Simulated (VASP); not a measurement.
## Te: relaxation of cell and atoms with r2SCAN

Te:

```xyz
3
Lattice="4.4540 0.0000 0.0000 -2.2270 3.8573 0.0000 0.0000 0.0000 5.9240" Properties=species:S:1:pos:R:3 pbc="T T T"
Te    1.1981    0.0000    1.9747
Te   -0.5991    1.0376    3.9493
Te    1.6279    2.8197    0.0000
```

```
Program                : VASP 6.6.1
Task                   : relaxation of cell and atoms
Functional             : r2SCAN
Potentials or basis    : VASP PAW PBE potentials, release 64 (Te)
Cutoff                 : 400 eV
k mesh                 : 9 × 9 × 6
Occupations            : gaussian, width 0.03 eV
Spin                   : no spin polarisation
Target pressure        : 2 GPa
Pressure (GPa)         : 2
Further INCAR settings : ALGO = Normal; EDIFF = 1e-06; IBRION = 2; EDIFFG = -0.003; NSW = 40; ISIF = 3
Target pressure        : 2 GPa
```

The relaxed volume is 32.80 Å³/atom. The relaxed cell is a = 4.371 Å, b = 4.371 Å, c = 5.947 Å, α = 90.00°, β = 90.00°, γ = 120.00° and the space group after relaxing (to 0.05 Å) is P3_121 (No. 152). The energy change on relaxing (the enthalpy is what falls) is +10.4 meV/atom, the ionic steps are 15 and the pressure after relaxing is 2.0 GPa. The band gap on the k mesh is 0.21 eV, direct.

Forces on the atoms (eV/Å):
```
Te   0.003  0.000  0.000
Te  -0.001  0.002  0.000
Te  -0.001 -0.002  0.000
```

Step by step:
| step | energy change (eV) | largest force (eV/Å) | pressure (GPa) | volume (Å³) |
| --- | --- | --- | --- | --- |
| 1 | 0.0000 | 0.0596 | 0.90 | 101.78 |
| 2 | 0.0394 | 0.1487 | 2.89 | 98.40 |
| 3 | 0.0172 | 0.0560 | 1.99 | 99.84 |
| 4 | 0.0190 | 0.0505 | 1.99 | 99.60 |
| 5 | 0.0260 | 0.0353 | 2.01 | 98.86 |
| 6 | 0.0293 | 0.0299 | 2.03 | 98.57 |
| 7 | 0.0280 | 0.0089 | 1.92 | 98.66 |
| 8 | 0.0276 | 0.0013 | 1.88 | 98.70 |
| 9 | 0.0287 | 0.0002 | 1.91 | 98.61 |
| 10 | 0.0308 | 0.0034 | 1.98 | 98.43 |
| 11 | 0.0307 | 0.0032 | 1.98 | 98.44 |
| 12 | 0.0296 | 0.0014 | 1.94 | 98.52 |
| 13 | 0.0306 | 0.0029 | 1.97 | 98.45 |
| 14 | 0.0308 | 0.0007 | 1.98 | 98.43 |
| 15 | 0.0312 | 0.0028 | 2.00 | 98.40 |

Final structure:
```cif
data_structure
_symmetry_space_group_name_H-M 'P 1'
_symmetry_Int_Tables_number 1
_cell_length_a 4.3712
_cell_length_b 4.3712
_cell_length_c 5.9466
_cell_angle_alpha 90.000
_cell_angle_beta 90.000
_cell_angle_gamma 120.000
_cell_volume 98.40
loop_
_atom_site_label
_atom_site_type_symbol
_atom_site_fract_x
_atom_site_fract_y
_atom_site_fract_z
_atom_site_occupancy
Te1 Te 0.27273 0.00000 0.33333 1
Te2 Te 0.00000 0.27273 0.66667 1
Te3 Te 0.72727 0.72727 0.00000 1
```

Levels at points of the mesh, in eV from the valence-band top:
```tsv
k point	band 6	band 7	band 8	band 9	band 10	band 11	band 12	band 13
(0.00, 0.00, 0.00)	-2.81	-1.78	-1.78	-1.01	1.09	1.09	1.84	5.27
(0.00, 0.00, 0.50)	-2.85	-1.48	-1.04	-1.04	0.47	0.68	0.68	4.20
```

Run time: 12 min on 1 thread of Intel(R) Xeon(R) 6975P-C (Granite Rapids), on a shared host, peak memory 0.22 GiB.

Caveat: the cell is relaxed towards a set pressure, so the enthalpy falls and the energy may rise; the PAW data sets were made with another functional, which shifts forces and pressure a little; spin-orbit coupling is left out, which moves the levels of the heavy elements; an odd mesh through Γ misses points on the zone boundary, where band edges often lie.
